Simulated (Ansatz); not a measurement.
## HfO2 under changes of volume

One of the cells (10.955 Å³/atom); the others are scaled copies at fixed shape and fractional positions:

```
Hf O
1.0
     5.21946    0.00000    0.00000
     0.00000    5.00476    0.00000
     0.00000    0.00000    5.03269
Hf O
4 8
Direct
  0.96699 0.73252 0.74144
  0.53301 0.73252 0.24144
  0.46699 0.26748 0.74144
  0.03301 0.26748 0.24144
  0.63213 0.92865 0.87927
  0.86787 0.92865 0.37927
  0.23395 0.53988 0.49229
  0.26605 0.53988 0.99229
  0.76605 0.46012 0.99229
  0.73395 0.46012 0.49229
  0.13213 0.07135 0.87927
  0.36787 0.07135 0.37927
```

Measurements of this composition are mostly on another form, of space group No. 14.

| Item | Value |
| --- | --- |
| Program | Ansatz 0.2.0 |
| Functional | PBE |
| Potentials or basis | Ansatz PAW |
| Cutoff | 420 eV (not typed: the program's choice for these potentials) |
| k mesh | 5 × 6 × 5 |
| Occupations | fermi-dirac, width 0.05 eV |
| Spin | no spin polarisation |

```csv
volume (Å³/atom),energy over the lowest point (meV/atom),pressure (GPa),gap on the mesh (eV),largest force (eV/Å)
10.298,?,?,?,?
10.517,55.47,22.2,4.62,0.279
10.736,29.66,15.7,4.55,0.193
10.955,12.33,9.8,4.48,0.117
11.175,2.70,4.4,4.41,0.064
11.394,0.00,-0.4,4.35,0.092
11.613,3.63,-4.8,4.28,0.150
```

Problem. What does the run at 10.298 Å³/atom give?

Solution. Energy over the lowest point 90.76 meV/atom; pressure 29.5 GPa; gap on the mesh 4.69 eV; largest force 0.372 eV/Å.

Worked out: A Birch-Murnaghan fit of order 3 (a polynomial in V^(-2/3)) to the other rows has its minimum at 11.37 Å³/atom with B0 = V·E''(V) = 240 GPa and B' = 4.2 at fixed shape and positions, which overstates the stiffness. It gives 90.70 meV/atom at 10.298 Å³/atom, against the run's 90.76, and -dE/dV = 29.5 GPa, against 29.5. A straight line through the other rows of the gap, of slope -3.42 eV per unit of ln V, extrapolates to 4.69 eV, against the run's 4.69.

Energies are extrapolated to zero smearing.

Caveats: odd divisions of the mesh miss points on the zone boundary, where band edges often lie, so the gap on the mesh can be too wide; spin-orbit coupling is left out, which moves the levels of the heavy elements.

A mesh can miss the band edges.
